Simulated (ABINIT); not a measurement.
# Pd (Fm-3m) in ABINIT: phonons at a zone-boundary q with PBE

Aim: the phonons at a zone-boundary q of Pd with PBE.

Everything below comes from runs of ABINIT 10.8.3 (patched build). Logs are shortened: lines on timing, memory, paths and dates and some standing lists are left out, and cuts for length are marked. The log counts tension as positive stress, the text compression.

### 1 The undisturbed crystal

Symmetry: Fm-3m, No. 225, cubic system. Conventional cell: a = 3.893 Å, b = 3.893 Å, c = 3.893 Å, α = 90.00°, β = 90.00°, γ = 90.00°. Pd (site symmetry m-3m) has 12 Pd at 2.75 Å as nearest neighbours.

### 2 Phonons at a zone-boundary q, PBE (cell relaxed at zero pressure by an earlier run)

run.abi

```
# Datasets
ndtset 2

# Pseudopotentials
pp_dirpath "./"
pseudos "46_Pd_18_1.9_2.2_pbe_n_v1.0.psp8"

# Structure
acell 2.7895041633 2.7895041633 2.7895041633 Angstrom
rprim
     0.0000000000     0.7071067812     0.7071067812
     0.7071067812     0.0000000000     0.7071067812
     0.7071067812     0.7071067812     0.0000000000
ntypat 1
znucl 46
natom 1
typat 1
chkprim 0
chksymtnons 0
tolsym 1.0e-6
xred
            0.0            0.0            0.0

# Plane-wave basis
ecut 897.975746 eV
ecutsm 0.5

# k points
ngkpt 14 14 14
nshiftk 1
shiftk 0.0 0.0 0.0

# Exchange and correlation
ixc 11

# Bands and occupations
nband 17
occopt 7
tsmear 0.2 eV

# SCF cycle
nstep 80

# Output
prteig 0
prtebands 0
prtwf 0
prtden 0
prtpot 0

# Dataset 1: ground state
kptopt1 1
tolvrs1 1.0e-15
prtwf1 1
tolwfr1 1.0e-14
nbdbuf1 4
nline1 6

# Dataset 2: atomic displacements at q = 0.5 0.5 0.5
rfphon2 1
rfatpol2 1 1
rfdir2 1 1 1
getwfk2 1
kptopt2 3
nqpt2 1
qpt2 1/2 1/2 1/2
tolvrs2 1.0e-10
```

Potentials or basis: SPMS NC PBE v1.0.

The run is started by

```sh
mpirun --bind-to none -np 4 abinit run.abi > log 2>&1
```

run.abo:

```text
.Version 10.8.3 of ABINIT
 DATASET    1 : space group Fm -3 m (#225); Bravais cF (face-center cubic)
================================================================================
 Values of the parameters that define the memory need for DATASET  1.
     intxc =       0    ionmov =       0      iscf =       7    lmnmax =       6
     lnmax =       6     mgfft =      30  mpssoang =       3    mqgrid =    3001
     natom =       1  nloc_mem =       1    nspden =       1   nspinor =       1
    nsppol =       1      nsym =      48    n1xccc =    2501    ntypat =       1
    occopt =       7   xclevel =       2
       mpw =         952          nfft =       27000          nkpt =         104
================================================================================
================================================================================

 DATASET    2 : space group Fm -3 m (#225); Bravais cF (face-center cubic)
================================================================================
 Values of the parameters that define the memory need for DATASET  2 (RF).
     intxc =       0      iscf =       7    lmnmax =       6     lnmax =       6
     mgfft =      30  mpssoang =       3    mqgrid =    3001     natom =       1
  nloc_mem =       1    nspden =       1   nspinor =       1    nsppol =       1
      nsym =      48    n1xccc =    2501    ntypat =       1    occopt =       7
   xclevel =       2
      nfft =       27000          nkpt =        2744
================================================================================
================================================================================

--------------------------------------------------------------------------------
------------- Echo of variables that govern the present computation ------------
--------------------------------------------------------------------------------
 -outvars: echo values of preprocessed input variables --------
            acell      5.2713988957E+00  5.2713988957E+00  5.2713988957E+00 Bohr
              amu      1.06420000E+02
          chkprim           0
      chksymtnons           0
             ecut      3.30000000E+01 Hartree
           ecutsm      5.00000000E-01 Hartree
           getwfk1          0
           getwfk2          1
                       outvar_i_n : Printing only first  50 k-points.
              ixc          11
           jdtset        1    2
                       outvar_i_n : Printing only first  50 k-points.
           kptopt1          1
           kptopt2          3
         kptrlatt       14    0    0      0   14    0      0    0   14
          kptrlen      7.37995845E+01
            natom           1
            nband1         17
            nband2         17
           nbdbuf1          4
           nbdbuf2          2
           ndtset           2
            ngfft          30      30      30
             nkpt1        104
             nkpt2       2744
            nline1          6
            nline2          4
             nqpt1          0
             nqpt2          1
            nstep          80
             nsym          48
           ntypat           1
                       prtocc : prtvol=0, do not print more k-points.
                       prtocc : prtvol=0, do not print more k-points.
           occopt           7
        optdriver1          0
        optdriver2          1
           prtden           0
        prtebands           0
           prteig           0
            prtwf1          1
            prtwf2          0
              qpt1     0.00000000E+00  0.00000000E+00  0.00000000E+00
              qpt2     5.00000000E-01  5.00000000E-01  5.00000000E-01
           rfphon1          0
           rfphon2          1
            rprim      0.0000000000E+00  7.0710678120E-01  7.0710678120E-01
                       7.0710678120E-01  0.0000000000E+00  7.0710678120E-01
                       7.0710678120E-01  7.0710678120E-01  0.0000000000E+00
          spgroup         225
           tolsym      1.00000000E-06
           tolvrs1     1.00000000E-15
           tolvrs2     1.00000000E-10
           tolwfr1     1.00000000E-14
           tolwfr2     0.00000000E+00
           tsmear      7.34986444E-03 Hartree
            typat      1
                       outvars : Printing only first  50 k-points.
[... 154 lines left out ...]
total_energy_eV     : -3.63388433057287E+03
band_energy         : -1.22223966763332E+01
...

 Cartesian components of stress tensor (hartree/bohr^3)
  sigma(1 1)= -2.41259692E-05  sigma(3 2)=  0.00000000E+00
  sigma(2 2)= -2.41259692E-05  sigma(3 1)=  0.00000000E+00
  sigma(3 3)= -2.41259692E-05  sigma(2 1)=  0.00000000E+00

-Cartesian components of stress tensor (GPa)         [Pressure=  7.0981E-01 GPa]
- sigma(1 1)= -7.09810520E-01  sigma(3 2)=  0.00000000E+00
- sigma(2 2)= -7.09810520E-01  sigma(3 1)=  0.00000000E+00
- sigma(3 3)= -7.09810520E-01  sigma(2 1)=  0.00000000E+00

================================================================================
== DATASET  2 ==================================================================

--- !DatasetInfo
iteration_state: {dtset: 2, }
dimensions: {natom: 1, nkpt: 2744, mband: 17, nsppol: 1, nspinor: 1, nspden: 1, mpw: 960, }
cutoff_energies: {ecut:  33.0, pawecutdg:  -1.0, }
electrons: {nelect:   1.80000000E+01, charge:   0.00000000E+00, occopt:   7.00000000E+00, tsmear:   7.34986444E-03, }
meta: {optdriver: 1, rfphon: 1, }
...

 mkfilename : getwfk/=0, take file _WFK from output of DATASET   1.

 Exchange-correlation functional for the present dataset will be:
  GGA: Perdew-Burke-Ernzerhof functional - ixc=11
  J.P.Perdew, K.Burke, M.Ernzerhof, PRL 77, 3865 (1996)

 Real(R)+Recip(G) space primitive vectors, cartesian coordinates (Bohr,Bohr^-1):
 R(1)=  0.0000000  3.7274419  3.7274419  G(1)= -0.1341403  0.1341403  0.1341403
 R(2)=  3.7274419  0.0000000  3.7274419  G(2)=  0.1341403 -0.1341403  0.1341403
 R(3)=  3.7274419  3.7274419  0.0000000  G(3)=  0.1341403  0.1341403 -0.1341403
 Unit cell volume ucvol=  1.0357684E+02 bohr^3
 Angles (23,13,12)=  6.00000000E+01  6.00000000E+01  6.00000000E+01 degrees
 setup1 : take into account q-point for computing boxcut.

 getcut: wavevector=  0.5000  0.5000  0.5000  ngfft=  30  30  30
         ecut(hartree)=     33.000   => boxcut(ratio)=   2.12804
--------------------------------------------------------------------------------

 ==>  initialize data related to q vector <==

 The list of irreducible perturbations for this q vector is:
    1)    idir= 1    ipert=   1

================================================================================

 The perturbation idir=   2  ipert=   1 is
 symmetric of a previously calculated perturbation.
 So, its SCF calculation is not needed.

 The perturbation idir=   3  ipert=   1 is
 symmetric of a previously calculated perturbation.
 So, its SCF calculation is not needed.

--------------------------------------------------------------------------------
 Perturbation wavevector (in red.coord.)   0.500000  0.500000  0.500000
 Perturbation : displacement of atom   1   along direction   1
 Found     2 symmetries that leave the perturbation invariant.
 symkpt : the number of k-points, thanks to the symmetries,
 is reduced to  1470 .

--------------------------------------------------------------------------------

--------------------------------------------------------------------------------

 dfpt_looppert : total number of electrons, from k and k+q
  fully or partially occupied states are    1.800000E+01 and    1.800000E+01.
 Initialisation of the first-order wave-functions :
  ireadwf=   0

--- !BeginCycle
iteration_state: {dtset: 2, }
solver: {iscf: 7, nstep: 80, nline: 4, wfoptalg: 0, }
tolerances: {tolvrs: 1.00E-10, }
...

     iter   2DEtotal(Ha)        deltaE(Ha) residm    vres2
-ETOT  1   4.9498198517579     -4.097E+03 6.490E+00 5.932E+03
 ETOT  2   4.0013466612448     -9.485E-01 5.241E-02 5.461E+02
 ETOT  3   3.9183356254328     -8.301E-02 3.799E-03 6.509E+00
 ETOT  4   3.9173198998272     -1.016E-03 1.280E-04 3.957E-02
 ETOT  5   3.9173234756157      3.576E-06 1.022E-05 8.986E-02
 ETOT  6   3.9173201136639     -3.362E-06 5.974E-07 7.350E-02
 ETOT  7   3.9173051008668     -1.501E-05 6.312E-08 7.515E-06
 ETOT  8   3.9173050986022     -2.265E-09 1.678E-09 2.335E-07
 ETOT  9   3.9173050984676     -1.346E-10 1.983E-10 8.363E-08
 ETOT 10   3.9173050988732      4.056E-10 6.068E-12 1.602E-06
 ETOT 11   3.9173050984503     -4.229E-10 5.955E-13 2.256E-10
 ETOT 12   3.9173050985594      1.091E-10 2.062E-14 6.573E-13

 At SCF step   12       vres2   =  6.57E-13 < tolvrs=  1.00E-10 =>converged.
================================================================================

 ----iterations are completed or convergence reached----

 Mean square residual over all n,k,spin=   86.875E-19; max=  20.622E-15

 2DEtotal=    0.3917305099E+01 Ha. Also 2DEtotal=    0.106595302080E+03 eV
    (2DErelax=   -4.0980338485E+03 Ha. 2DEnonrelax=    4.1019511536E+03 Ha)
    (  non-var. 2DEtotal :    3.9173051092E+00 Ha)

================================================================================

 ---- first-order wavefunction calculations are completed ----

 ==> Compute Derivative Database <==

  Dynamical matrix, in cartesian coordinates,
   if specified in the inputs, asr has been imposed
     j1       j2             matrix element
  dir pert dir pert     real part    imaginary part

   1    1   1    1         0.0919027768        -0.0000001917
   1    1   2    1         0.0490701237         0.0000001917
   1    1   3    1         0.0490701237         0.0000001917

   2    1   1    1         0.0490701237         0.0000001917
   2    1   2    1         0.0919027768        -0.0000001917
   2    1   3    1         0.0490701237         0.0000001917

   3    1   1    1         0.0490701237         0.0000001917
   3    1   2    1         0.0490701237         0.0000001917
   3    1   3    1         0.0919027768        -0.0000001917

  Phonon wavevector (reduced coordinates) :  0.50000  0.50000  0.50000
 Phonon energies in Hartree :
   4.698896E-04  4.698896E-04  9.897700E-04
 Phonon frequencies in cm-1    :
   1.031288E+02  1.031288E+02  2.172294E+02

== END DATASET(S) ==============================================================
================================================================================

 -outvars: echo values of variables after computation  --------
            acell      5.2713988957E+00  5.2713988957E+00  5.2713988957E+00 Bohr
           etotal1    -1.3354278601E+02
           etotal2     3.9173050986E+00
            fcart1    -0.0000000000E+00 -0.0000000000E+00 -0.0000000000E+00
            fcart2     0.0000000000E+00  0.0000000000E+00  0.0000000000E+00
            rprim      0.0000000000E+00  7.0710678120E-01  7.0710678120E-01
                       7.0710678120E-01  0.0000000000E+00  7.0710678120E-01
                       7.0710678120E-01  7.0710678120E-01  0.0000000000E+00
           strten1    -2.4125969190E-05 -2.4125969190E-05 -2.4125969190E-05
                       0.0000000000E+00  0.0000000000E+00  0.0000000000E+00
           strten2     0.0000000000E+00  0.0000000000E+00  0.0000000000E+00
                       0.0000000000E+00  0.0000000000E+00  0.0000000000E+00
 Calculation completed.
```

It took 3.7 min on 4 MPI ranks of Arm Neoverse V1, shared host; peak memory 1.4 GiB.

Results:

| Quantity | Value |
| --- | --- |
| Free energy | -3633.8843 eV |
| Pressure | 0.7 GPa |
| Band gap on the k mesh | none (metal or under the smearing width) |
| Highest phonon frequency at the q point run | 217 cm⁻¹ |

Phonon frequencies in cm⁻¹ (negative: imaginary):
```
              q point  frequencies
(0.500, 0.500, 0.500)  103 103 217
```
